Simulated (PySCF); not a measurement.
**Checking a proposed structure**

A compound C$_{7}$H$_{8}$ gives the data below (simulated from a calculation) and was assigned the structure `C1=C[C@H]2C=C[C@@H]1C2`.

¹³C{¹H} NMR (computed): δ 146.0 (C), 135.7 (CH, 2C), 135.1 (CH, 2C), 131.8 (CH), 24.5 (CH3).

¹H NMR (400 MHz, computed): δ 7.53 (m, 2H), 7.47 (m, 2H), 7.42 (m, 1H), 2.45 (s, 3H).

[PySCF 2.14.0 with density-fitted response routines: coordinates at the PBE0-D3(BJ)/def2-TZVP level; shielding tensors at B97-2/pcSseg-2 (GIAO); in vacuum; relativity neglected; rapidly exchanging positions averaged; one computed conformer]

Chemical shifts δ = σref − σ; ¹H (31.64 ppm) and ¹³C (185.38 ppm) against TMS, all at this level.

Q: Compare with the shifts computed for the proposed structure, pairing carbons in order of shift.

A: Atom-mapped SMILES (the numbers label the heavy atoms): `[CH:1]1=[CH:2][C@@H:3]2[CH:4]=[CH:5][C@H:6]1[CH2:7]2`. Hydrogens are named by the atom that carries them.

| atom | computed for proposal | given list | difference |
| --- | --- | --- | --- |
| C1 | 154.3 | 146.0 | +8.3 |
| C2 | 154.3 | 135.7 | +18.6 |
| C4 | 154.3 | 135.7 | +18.6 |
| C5 | 154.3 | 135.1 | +19.2 |
| C7 | 83.0 | 135.1 | -52.1 |
| C3 | 56.4 | 131.8 | -75.4 |
| C6 | 56.4 | 24.5 | +31.9 |

The rms difference is 38.8 ppm and the largest -75.4 ppm at C3 (allylic sp3 CH). The proposal also would give 3 carbon signals, not 5. The carbon types in order of shift don't match either: CH, CH, CH, CH, CH2, CH, CH for the proposal against C, CH, CH, CH, CH, CH, CH3 in the data. The proposal doesn't fit.

Q: Which isomer fits?

A: `Cc1ccccc1`.

1. Carbon types of the structure: 1 × C, 5 × CH, 1 × CH3, which accounts for all hydrogens.
2. δC 146.0: substituted aromatic carbon.
3. δC 135.7, 135.1, 131.8: aromatic CH; the aromatic region.
4. δC 24.5: methyl carbon on an aromatic ring; saturated and bonded to C and H only.
5. δH 7.53, 7.47, 7.42: hydrogen on an aromatic CH; aromatic region.

This is the structure that produced the data.

Shifts are as computed. Against solution values, carbons near 30 ppm lie about +3 ppm off and those near 130 ppm about +7 ppm. Of 1309 compounds with measured shifts, 239 miss one by over three times the rms of a fit or turn the order of signals round; such compounds aren't used in these exercises. Multiplicities follow the n + 1 count of equivalent neighbours, as no J values were calculated; m marks all less simple cases, F and P coupling included.
